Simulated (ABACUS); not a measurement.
## Ag under changes of volume

One of the cells (17.048 Å³/atom); the others are scaled copies at fixed shape and fractional positions:

```
Ag
1.0
     0.00000    2.04275    2.04275
     2.04275    0.00000    2.04275
     2.04275    2.04275    0.00000
Ag
1
Direct
  0.00000 0.00000 0.00000
```

```yaml
Program: ABACUS 3.10.1
Functional: PBE
Potentials_or_basis: PseudoDojo NC SR 0.4.1 PBE standard
Cutoff: 1116 eV
Density_cutoff: 4463 eV
Basis: plane waves
k_mesh: 11 × 11 × 11
Occupations: fermi-dirac, width 0.05 eV
Spin: no spin polarisation
```

```csv
volume (Å³/atom),energy over the lowest point (meV/atom),pressure (GPa)
16.025,?,?
16.366,39.03,9.7
16.707,21.41,6.8
17.048,9.52,4.3
17.389,2.59,2.1
17.730,0.00,0.2
18.071,1.11,-1.4
```

Problem. What does the run at 16.025 Å³/atom give?

Solution. Energy over the lowest point 63.14 meV/atom; pressure 13.0 GPa.

Worked out: A Birch-Murnaghan fit of order 3 (a polynomial in V^(-2/3)) to the other rows has its minimum at 17.79 Å³/atom with B0 = V·E''(V) = 89 GPa and B' = 6.6. It gives 63.25 meV/atom at 16.025 Å³/atom, against the run's 63.14, and -dE/dV = 13.1 GPa, against 13.0.

Energies are extrapolated to zero smearing.
